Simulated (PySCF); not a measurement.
Compound: malononitrile, C3H2N2.
SMILES: `C(#N)CC#N`

The closed-shell ground state was solved at several levels (PySCF, density fitting, gas phase, non-relativistic). Geometry: GFN2-xTB; no solvent, vibrations or thermal averaging.

| level | basis functions | HOMO (eV) | LUMO (eV) | gap (eV) | dipole (D) |
| --- | --- | --- | --- | --- | --- |
| PBE0/def2-SVPD | 116 | -10.19 | -0.49 | 9.70 | 4.03 |
| CAM-B3LYP/def2-SVPD | 116 | -11.62 | 0.41 | 12.03 | 4.08 |
| B3LYP/pcJ-1 | 155 | -9.90 | -0.65 | 9.25 | 4.00 |

Question: Estimate the row for PBE0/pcSseg-1, a basis of 95 functions; the other rows only guide the guess.

Answer: HOMO -10.17 eV, LUMO -0.39 eV, gap 9.78 eV, dipole 4.00 D.

Question: Over all these levels, which gives the widest orbital gap and which the narrowest?

Answer: CAM-B3LYP/def2-SVPD (range-separated hybrid) has the widest, 12.03 eV, and B3LYP/pcJ-1 (global hybrid, 20 % exact exchange) the narrowest, 9.25 eV. Functional and basis both differ between the two, so the spread mixes both effects.

Question: How far do the dipole and the HOMO energy spread over the levels?

Answer: The dipole runs from 4.00 to 4.08 D (mean 4.03 D) and the HOMO from -11.62 to -9.90 eV.
